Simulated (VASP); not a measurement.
Wanted: the native input for a VASP 6.6.1 run.

* Task: single point
* Functional: PBE
* Potentials or basis: VASP PAW PBE potentials, release 64 (Cd)
* Cutoff: 520 eV
* k mesh: 16 × 16 × 16
* Occupations: gaussian, width 0.05 eV
* Spin: no spin polarisation
* Dipole correction: no
* Further INCAR settings: ALGO = Fast; EDIFF = 1e-06; NBANDS = 12

The structure of Cd lies in POSCAR:

```
Cd
1.0
    0.0000000000      2.2108213405      2.2108213405
    2.2108213405      0.0000000000      2.2108213405
    2.2108213405      2.2108213405      0.0000000000
Cd
1
Direct
    0.0000000000      0.0000000000      0.0000000000
```

The cell was built by a generator and needn't be a form met in nature.

The input as run:

INCAR

```
PREC     = Accurate       # precision mode
ENCUT    = 520            # plane-wave cutoff, eV
EDIFF    = 1E-6           # SCF threshold, eV
ISMEAR   = 0              # smearing method
SIGMA    = 0.05           # smearing width, eV
LREAL    = False          # projectors in reciprocal space
LASPH    = True           # aspherical terms in the spheres
NELM     = 80             # most SCF steps
ALGO     = Fast           # electronic algorithm
ISIF     = 2              # what is computed and relaxed
LWAVE    = False          # write WAVECAR
LCHARG   = False          # write CHGCAR
GGA      = PE             # functional
NBANDS   = 12             # bands
```

KPOINTS

```
Automatic mesh
0
Gamma
  16 16 16
```

Potentials or basis: VASP PAW PBE potentials, release 64 (Cd).

Launch:

```console
$ cat potpaw_PBE.64/Cd/POTCAR > POTCAR
$ mpirun -np 1 vasp_std > vasp.out
```

Results of the run:

- Pressure: 3.2 GPa
- Band gap on the k mesh: none (metal or under the smearing width)

It took 15 s on 1 thread of Intel(R) Xeon(R) Platinum 8375C CPU @ 2.90GHz (Ice Lake) (shared host), peak memory 0.16 GiB.
